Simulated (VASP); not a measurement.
**Sn: relaxation of cell and atoms with r2SCAN+D3(BJ)**

Sn:

```
CELL_PARAMETERS angstrom
-1.89465 1.89465 1.89465
1.89465 -1.89465 1.89465
1.89465 1.89465 -1.89465
ATOMIC_POSITIONS crystal
Sn 0.00000 0.00000 0.00000
```

This isn't the form of Sn at room conditions, which is tetragonal (white tin).

| Property | Result |
| --- | --- |
| Program | VASP 6.6.1 |
| Task | relaxation of cell and atoms |
| Functional | r2SCAN |
| Dispersion | D3(BJ) |
| Potentials or basis | VASP PAW PBE potentials, release 64 (Sn_d) |
| Cutoff | 600 eV |
| k mesh | 10 × 10 × 10 |
| Occupations | methfessel-paxton, width 0.1 eV |
| Spin | no spin polarisation |
| Further INCAR settings | ALGO = Normal; EDIFF = 1e-06; IBRION = 2; EDIFFG = -0.01; NSW = 60; ISIF = 3 |

```yaml
Relaxed_volume: 26.15 Å³/atom
Relaxed_cell: a = 3.239 Å, b = 3.239 Å, c = 3.239 Å, α = 109.47°, β = 109.47°, γ = 109.47°
Space_group_after_relaxing_to_0.05_Å: Im-3m (No. 229)
Energy_gained_by_relaxing: 6.3 meV/atom
Ionic_steps: 3
Pressure_after_relaxing: 0.0 GPa
Band_gap_on_the_k_mesh: none (metal or under the smearing width)
Dispersion_energy_per_atom: -0.190 eV
```

Step by step:
```tsv
step	energy change (eV)	largest force (eV/Å)	pressure (GPa)	volume (Å³)
1	0.0000	0.0000	-1.87	27.20
2	-0.0061	0.0000	0.35	25.97
3	-0.0063	0.0000	0.00	26.15
```

Final structure:
```
Sn
1.0
    -1.86988    1.86988    1.86988
     1.86988   -1.86988    1.86988
     1.86988    1.86988   -1.86988
Sn
1
Direct
  0.00000 0.00000 0.00000
```

Levels at points of the mesh, in eV from the Fermi level:
```
           k point  band 3  band 4  band 5  band 6  band 7  band 8  band 9  band 10  band 11
(0.00, 0.00, 0.00)  -22.31  -22.13  -22.13  -11.95    8.83    8.83    8.83    12.98    12.98
(0.50, 0.00, 0.00)  -22.15  -22.14  -22.03   -6.69   -4.90    3.89    6.00     8.75     8.80
(0.50, 0.50, 0.50)  -22.06  -22.06  -22.06   -2.07   -0.64   -0.64   -0.64     4.16     4.16
```

Run time: 2.2 min on 1 thread of Intel(R) Xeon(R) Platinum 8488C (Sapphire Rapids), on a shared host, peak memory 0.18 GiB.

Caveat: the PAW data sets were made with another functional, which shifts forces and pressure a little; pairwise dispersion overbinds metals, which lowers pressure and volume.
